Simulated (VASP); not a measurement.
A run of VASP 6.6.1 is set up as follows.

File POSCAR:

```
Sb
1.0
    2.1542000000      1.2437279500      3.7580000000
   -2.1542000000      1.2437279500      3.7580000000
    0.0000000000     -2.4874559000      3.7580000000
Sb
2
Direct
    0.2334900000      0.2334900000      0.2334900000
    0.7665100000      0.7665100000      0.7665100000
```

INCAR.step1

```
PREC = Accurate
ENCUT = 600
EDIFF = 1E-8
ISMEAR = 0
SIGMA = 0.02
LREAL = F
LASPH = T
NELM = 80
ALGO = Normal
ISIF = 3
LWAVE = F
LCHARG = F
GGA = PE
IVDW = 12
IBRION = 2
NSW = 40
EDIFFG = -0.002
```

The input INCAR.step2:

```
PREC = Accurate
ENCUT = 600
EDIFF = 1E-8
ISMEAR = 0
SIGMA = 0.02
LREAL = F
LASPH = T
NELM = 80
ALGO = Normal
ISIF = 2
LWAVE = F
LCHARG = F
GGA = PE
IVDW = 12
IBRION = 6
NFREE = 2
POTIM = 0.015
NSW = 1
```

The input KPOINTS:

```
regular mesh
0
Gamma
  9 9 9
```

Potentials or basis: VASP PAW PBE potentials, release 64 (Sb).

The run is started by

```console
$ cat potpaw_PBE.64/Sb/POTCAR > POTCAR
$ cp INCAR.step1 INCAR
$ mpirun -np 1 vasp_std > vasp.out
$ cp CONTCAR POSCAR
$ cp INCAR.step2 INCAR
$ mpirun -np 1 vasp_std > vasp.out
```

(1) What does it give for the highest phonon frequency at Γ?

(2) Predict the dispersion energy per atom.

(3) Predict the space group after relaxing (to 0.05 Å).

(4) Predict the relaxed cell.

(5) What does it give for the relaxed volume?

Results:

(1) 144 cm⁻¹.

(2) -0.478 eV.

(3) R-3m (No. 166).

(4) a = 4.451 Å, b = 4.451 Å, c = 4.451 Å, α = 58.16°, β = 58.16°, γ = 58.16°.

(5) 29.86 Å³/atom.
